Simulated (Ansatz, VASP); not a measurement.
**One calculation of In, two programs**

```
CELL_PARAMETERS angstrom
-1.62615 1.62615 2.47395
1.62615 -1.62615 2.47395
1.62615 1.62615 -2.47395
ATOMIC_POSITIONS crystal
In 0.00000 0.00000 0.00000
```

Alike in both runs: task single point; functional PBE; k mesh 14 × 14 × 14; occupations fermi-dirac, width 0.05 eV; no spin polarisation.

|  | VASP | Ansatz |
| --- | --- | --- |
| version | VASP 6.6.1 | Ansatz 0.2.0 |
| potentials or method | VASP PAW PBE potentials, release 64 (In_d), cutoff 520 eV | all-electron LAPW, non-relativistic |

|  | VASP | Ansatz | Ansatz less VASP |
| --- | --- | --- | --- |
| pressure (GPa) | 1.9 | 2.4 | +0.51 |
| largest component of the traceless stress (GPa) | 0.18 | 0.37 | +0.190 |

Ansatz ran all-electron here, so the differences hold the error of VASP's frozen core and of both bases.
